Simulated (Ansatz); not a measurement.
Clusters are cut from relaxed bulk BAs (F-43m, 13.90 Å³/atom, gap on the mesh 1.20 eV) and relaxed in a periodic box with vacuum; the excess energy counts from that bulk. Caps count from half an H2 molecule.

The calculation used DFT PBE, scalar-relativistic, plane waves, PAW in Ansatz 0.2.0.

Plane waves to 420 eV, a k mesh through Γ of 1×1×1 on the computed 8-atom cell and Gaussian smearing (0.05 eV); no spin polarisation.

Start (BAsH6, sphere cut):

```yaml
crystal:
  lattice:
    - [10.80000, 0.00000, 0.00000]
    - [0.00000, 11.10000, 0.00000]
    - [0.00000, 0.00000, 11.40000]
  atoms:
    - { symbol: B, position: [0.43552, 0.43726, 0.56108] }
    - { symbol: As, position: [0.54684, 0.54557, 0.45563] }
    - { symbol: H, position: [0.49914, 0.37537, 0.62135] }
    - { symbol: H, position: [0.37191, 0.49916, 0.62135] }
    - { symbol: H, position: [0.37191, 0.37537, 0.50082] }
    - { symbol: H, position: [0.46558, 0.62463, 0.37865] }
    - { symbol: H, position: [0.62809, 0.46651, 0.37865] }
    - { symbol: H, position: [0.62809, 0.62463, 0.53261] }
```

Problem. What does the relaxation give?

Solution. The free energy falls by 50 meV/atom.

- excess energy (eV per host atom): 0.245
- gap on the mesh (eV): 6.02
- highest filled level or Fermi level under vacuum (eV): 7.39

Relaxed structure:
```yaml
crystal:
  lattice:
    - [10.80000, 0.00000, 0.00000]
    - [0.00000, 11.10000, 0.00000]
    - [0.00000, 0.00000, 11.40000]
  atoms:
    - { symbol: B, position: [0.42845, 0.43039, 0.56778] }
    - { symbol: As, position: [0.53872, 0.53766, 0.46333] }
    - { symbol: H, position: [0.50433, 0.37361, 0.62307] }
    - { symbol: H, position: [0.37010, 0.50423, 0.62306] }
    - { symbol: H, position: [0.37011, 0.37361, 0.49588] }
    - { symbol: H, position: [0.47850, 0.62495, 0.37834] }
    - { symbol: H, position: [0.62843, 0.47909, 0.37832] }
    - { symbol: H, position: [0.62843, 0.62496, 0.52036] }
```

Each run keeps its start's symmetry and one magnetic start, so lower states can exist.

It took 7.5 s on 4 threads of Arm Neoverse V1 (shared host), peak memory 0.78 GiB.